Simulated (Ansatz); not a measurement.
The system is YN.

```
Y N
1.0
     0.00000    2.43850    2.43850
     2.43850    0.00000    2.43850
     2.43850    2.43850    0.00000
Y N
1 1
Cartesian
  0.0000 0.0000 0.0000
  2.4385 2.4385 2.4385
```

Program: Ansatz 0.2.0. Alike in all runs: task band structure; potentials or basis Ansatz PAW; cell as given; smearing fermi-dirac 0.05 eV.

Task: Order these runs on this cell by their band gap on the k mesh, lowest first.
A. level r2SCAN; spin off; k mesh 9 × 9 × 9; cutoff (eV) 500
B. level PBEsol; spin SOC, no magnetisation; k mesh 7 × 7 × 7; cutoff (eV) 420
C. level BLYP; spin off; k mesh 9 × 9 × 9; cutoff (eV) 420

Result: B (0.18 eV), C (0.38 eV), A (0.62 eV).

Caveats: the k mesh misses the band edges, so the gap on the mesh is wider than the one along the path.

Runs at the PBE level aren't shown here.
